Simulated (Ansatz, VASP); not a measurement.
PbS (Galena): VASP beside Ansatz

```xyz
2
Lattice="0.0000 2.9657 2.9657 2.9657 0.0000 2.9657 2.9657 2.9657 0.0000" Properties=species:S:1:pos:R:3 pbc="T T T"
Pb    0.0000    0.0000    0.1000
S     2.9657    2.9657    2.9657
```

Alike in both runs: task single point; functional PBE; k mesh 6 × 6 × 6; no spin polarisation.

```csv
,VASP,Ansatz
version,VASP 6.6.1,Ansatz 0.2.0
potentials or method,"VASP PAW PBE potentials, release 64 (Pb_d, S)","plane waves, PAW"
plane-wave cutoff (eV),520,420
occupations,"fermi-dirac, width 0.1 eV",fermi-dirac
valence electrons in the cell,20,20
```

|  | VASP | Ansatz | Ansatz less VASP |
| --- | --- | --- | --- |
| rms of the force components (eV/Å) | 0.034 | 0.034 | -0.0006 |

Atom by atom the forces differ by 0.001 eV/Å (rms over components).
